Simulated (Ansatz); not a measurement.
# Si (P6_3/mmc), an elastic constant from a strain scan

Level of theory: DFT PBEsol, scalar-relativistic, plane waves, PAW in Ansatz. Settings: plane waves to 420 eV, k-mesh 12×12×6 (Γ-centred), Gaussian smearing 0.03 eV. No spin polarisation. Energies are free energies at this smearing, counted from the undisturbed cell; pressure is positive in compression.

Reference structure (as given, not relaxed at this level; it stands at -0.4 GPa; this form isn't the usual structure):

```
Si
1.0
     3.83132    0.00000    0.00000
    -1.91566    3.31802    0.00000
     0.00000    0.00000    6.33262
Si
4
Direct
  0.33333 0.66667 0.06301
  0.66667 0.33333 0.56301
  0.33333 0.66667 0.43699
  0.66667 0.33333 0.93699
```

The cell is strained by ε times the Voigt pattern (1, -1, 0, 0, 0, 0) (xx, yy, zz, yz, xz, xy; engineering shear) with fractional coordinates fixed. The cell holds 4 atoms in V0 = 80.50 Å³. The stress column is τ = (1/V0) dE/dε, got from the stress tensor σ (compression positive) at each point as −det(1 + εP) σ : P(1 + εP)⁻¹, with P the pattern as a tensor.

```csv
ε,ΔE (meV/atom),τ (GPa)
-0.0300,19.271,-10.155
-0.0200,8.598,-6.824
-0.0100,2.156,-3.427
0.0000,0.000,0.000
0.0100,2.171,3.464
0.0200,8.706,6.925
0.0300,19.612,10.463
0.0350,26.737,12.213
0.0400,?,?
```

Which combination of elastic constants does this scan measure, and how large is it?

For small ε, τ = τ0 + Kε with K = pᵀCp, which for this pattern is C11 + C22 − 2 C12 in the Cartesian frame shown. The parabola through τ at ε = -0.0100, 0 and 0.0100 has slope K = 345 GPa at zero. The energies per cell, E = NΔE, of the same two points give K = 2[E(ε₊)/ε₊ − E(ε₋)/ε₋]/[(ε₊ − ε₋)V0] = 344 GPa, in agreement. These are clamped-ion values.

Predict the withheld row at ε = 0.0400 from the harmonic law, and compare.

ΔE = V0(τ0 ε + Kε²/2)/N = 34.624 meV/atom and τ = 13.78 GPa. The calculation gives 34.934 meV/atom and 13.89 GPa, a miss of 0.9 % of the harmonic energy, so the harmonic law still holds here.

Forces appear on the atoms along this scan, and letting them relax would lower the energy and soften the response. The gap closes along the scan, which can put kinks into the curve.

Cost: 10 runs of about 1.8 core-minutes in all, on AMD EPYC 7R43 (Zen 3) (shared hosts).